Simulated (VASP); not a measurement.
Runs of VASP 6.6.1 on PbSe (Clausthalite). Symmetry: Fm-3m, No. 225, cubic system. Conventional cell: a = 6.124 Å, b = 6.124 Å, c = 6.124 Å, α = 90.00°, β = 90.00°, γ = 90.00°. Pb (site symmetry m-3m) has 6 Se at 3.06 Å as nearest neighbours. Se (site symmetry m-3m) is surrounded by 6 Pb at 3.06 Å. 

```csv
task,level,potentials or basis,cell,gap on the mesh (eV),pressure (GPa),relaxed volume (Å³/atom)
relaxation of cell and atoms,LDA,"VASP PAW LDA potentials, release 64 (Pb_d, Se)",relaxed,(b),0.0,27.60
single point,PBEsol,"VASP PAW PBE potentials, release 64 (Pb_d, Se)",as given,0.21,-0.6,-
single point,TB-mBJ,"VASP PAW PBE potentials, release 64 (Pb_d, Se)",as given,(a),-,-
relaxation of cell and atoms,PBEsol,"VASP PAW PBE potentials, release 64 (Pb_d, Se)",relaxed,0.17,0.0,28.41
```

Alike in all rows: no spin polarisation; k mesh 8 × 8 × 8; cutoff (eV) 520; smearing gaussian 0.02 eV.

Q: Estimate the missing entries.

A: (a) 0.87; (b) 0.03.

Caveats: spin-orbit coupling is left out, which as a rule narrows the gap of such compounds by several tenths of an eV; the PAW data sets were made with another functional, which shifts forces and pressure a little (some runs).

A k mesh can miss the band edges, and the runs leave out spin-orbit coupling on Pb, Se.

Runs at the PBE level aren't shown here.
